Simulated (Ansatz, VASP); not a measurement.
**GaSb in VASP and in Ansatz**

The input INCAR:

```
ALGO = Normal
EDIFF = 1E-7
ENCUT = 520
ISIF = 2
ISMEAR = -1
LASPH = True
LCHARG = False
LREAL = False
LWAVE = False
NBANDS = 16
NELM = 80
PREC = Accurate
SIGMA = 0.05
```

The input KPOINTS:

```
k-points
0
Gamma
  10 10 10
```

The input POSCAR:

```
GaSb
1.0
   -2.6972256977      2.6972256977      1.5582344802
    2.6972256977     -2.6972256977      1.5582344802
    2.6972256977      2.6972256977     -1.5582344802
Sb Ga
1 1
Direct
    0.0000000000      0.0000000000      0.0000000000
    0.7500000000      0.2500000000      0.5000000000
```

Contents of input.yaml:

```yaml
crystal:
  lattice:
    - [-2.6972256977, 2.6972256977, 1.5582344802]
    - [2.6972256977, -2.6972256977, 1.5582344802]
    - [2.6972256977, 2.6972256977, -1.5582344802]
  atoms:
    - { symbol: Sb, position: [0.0, 0.0, 0.0] }
    - { symbol: Ga, position: [0.75, 0.25, 0.5] }
kpoints:
  mp_grid: { grid: [10, 10, 10] }
scf:
  occupations: { method: fermi_dirac, width: 0.05 }
hamiltonian:
  xc: lda
  pseudopotentials: { kind: all_electron, lapw: { basis_error: 0.001 } }
output:
  forces: true
  stress: true
  eigenvalues: true
```

Change from the starting cell: volume scaled by 0.94.

Alike in both runs: task single point; functional LDA; k mesh 10 × 10 × 10; occupations fermi-dirac, width 0.05 eV; no spin polarisation.

|  | VASP | Ansatz |
| --- | --- | --- |
| version | VASP 6.6.1 | Ansatz 0.2.0 |
| potentials or method | VASP PAW LDA potentials, release 64 (Sb, Ga_d) | all-electron LAPW, scalar-relativistic |
| plane-wave cutoff (eV) | 520 | see its input |

Ansatz gave:

| Quantity | Value |
| --- | --- |
| gap on the k mesh at the Fermi level (eV) | none |
| pressure (GPa) | -1.1 |
| largest component of the traceless stress (GPa) | 0.54 |

**Question.** What did VASP give for the same quantities?

**Answer.** gap on the k mesh at the Fermi level (eV): none; pressure (GPa): -0.9; largest component of the traceless stress (GPa): 0.52.

A gap of «none» marks a metal or a gap that the smearing closes. Ansatz ran all-electron here, so the differences hold the error of VASP's frozen core and of both bases.

Spin-orbit coupling is left out, which matters for the levels of Sb.
